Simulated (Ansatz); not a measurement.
# TaN: stress in a strained cell

Aim: deform TaN (equal xy, yz and zx engineering shear strains of +2 %) and compute stress, forces and field gradients with LAPW, PAW and all-electron datasets made for the crystal.

Method: DFT PBEsol, scalar-relativistic, in Ansatz 0.2.0.

## Step 1: The starting structure

It takes space group P6_3/mmc (No. 194, hexagonal). The conventional cell has a = 3.048 Å, b = 3.048 Å, c = 4.918 Å, α = 90.00°, β = 90.00°, γ = 120.00°. Ta (site symmetry -3m) has 6 N at 2.15 Å and 2 Ta at 2.46 Å as nearest neighbours. Around N (site symmetry -6m2) lie 6 Ta at 2.15 Å.

Coordinates:

```cif
data_structure
_symmetry_space_group_name_H-M 'P 1'
_symmetry_Int_Tables_number 1
_cell_length_a 3.0480
_cell_length_b 3.0480
_cell_length_c 4.9180
_cell_angle_alpha 90.000
_cell_angle_beta 90.000
_cell_angle_gamma 120.000
_cell_volume 39.57
loop_
_atom_site_label
_atom_site_type_symbol
_atom_site_fract_x
_atom_site_fract_y
_atom_site_fract_z
_atom_site_occupancy
Ta1 Ta 0.00000 0.00000 0.00000 1
Ta2 Ta 0.00000 0.00000 0.50000 1
N1 N 0.33333 0.66667 0.25000 1
N2 N 0.66667 0.33333 0.75000 1
```

Atoms are numbered in the order of the input: Ta1, Ta2, N3, N4.

## Step 2: After the deformation

Space group P6_3/mmc before, P-1 after.

## Step 3: LAPW, all electrons

The input, input.yaml:

```yaml
crystal:
  lattice:
    - [3.0480019786, 0.0304800198, 0.0304800198]
    - [-1.4976045179, 2.6244071343, 0.0111564616]
    - [0.04918, 0.04918, 4.918]
  atoms:
    - { symbol: Ta, position: [0.0, 0.0, 0.0] }
    - { symbol: Ta, position: [0.0, 0.0, 0.5] }
    - { symbol: "N", position: [0.3333333333, 0.6666666667, 0.25] }
    - { symbol: "N", position: [0.6666666667, 0.3333333333, 0.75] }
kpoints:
  mp_grid: { grid: [9, 9, 5] }
  band_path:
    path:
      - [0.0, 0.0, 0.0]
      - [0.0, -0.5, 0.0]
      - [0.0, 0.0, 0.5]
      - [0.0, 0.0, 0.0]
      - [-0.5, 0.0, 0.0]
      - [-0.5, 0.5, -0.5]
      - [0.0, 0.0, 0.0]
      - [-0.5, 0.0, -0.5]
      - [-0.5, 0.5, 0.0]
    npoints: 5
scf:
  occupations: { method: fermi_dirac, width: 0.01 }
hamiltonian:
  xc: pbesol
  pseudopotentials: { kind: all_electron, lapw: { basis_error: 0.0005 } }
output:
  forces: true
  stress: true
  eigenvalues: true
```

The run is started by

```console
$ ansatz run input.yaml --threads 1 --pin off --max-ram 6144MiB --backend cpu --events-out ev --progress --plain --runs-dir out
```

## Step 4: PAW with frozen cores

The input, input.yaml:

```yaml
crystal:
  lattice:
    - [3.0480019786, 0.0304800198, 0.0304800198]
    - [-1.4976045179, 2.6244071343, 0.0111564616]
    - [0.04918, 0.04918, 4.918]
  atoms:
    - { symbol: Ta, position: [0.0, 0.0, 0.0] }
    - { symbol: Ta, position: [0.0, 0.0, 0.5] }
    - { symbol: "N", position: [0.3333333333, 0.6666666667, 0.25] }
    - { symbol: "N", position: [0.6666666667, 0.3333333333, 0.75] }
kpoints:
  mp_grid: { grid: [9, 9, 5] }
scf:
  occupations: { method: fermi_dirac, width: 0.01 }
hamiltonian:
  xc: pbesol
  pseudopotentials: { kind: paw }
output:
  forces: true
  stress: true
  eigenvalues: true
  efg: { contact_densities: true }
  write_density: true
  write_potential: true
  elf: true
  volumetric_format: npy
```

## Step 5: All-electron PAW on datasets made for the crystal

Edit input.yaml of step 4 so:

```diff
@@ -16,3 +16,3 @@
   xc: pbesol
-  pseudopotentials: { kind: paw }
+  pseudopotentials: { kind: all_electron, datasets: crystal }
 output:
@@ -22,5 +22 @@
   efg: { contact_densities: true }
-  write_density: true
-  write_potential: true
-  elf: true
-  volumetric_format: npy
```

(Steps that only read results are left out.)

What does the calculation give? Wanted: pressure; largest shear or deviatoric stress.

**Answer**, as computed:

| quantity | value |
| --- | --- |
| pressure | LAPW 48.40, PAW 49.01, crystal datasets 48.40 GPa |
| largest shear or deviatoric stress (LAPW) | 55.70 GPa |

In words: The largest part of the stress beyond the pressure is 55.70 GPa in size, in the zz component; the atoms are carried along and not relaxed. No run of the undeformed cell stands beside it, so the pressure holds what the given cell had before the change. PAW: stress within 0.90 GPa of LAPW, forces within 5 meV/Å. Crystal datasets: stress within 0.01 GPa of LAPW, forces within 1 meV/Å. Spin-orbit coupling is left out, though the cell holds Ta; in elements this heavy it can shift bands and gaps by tenths of an eV.
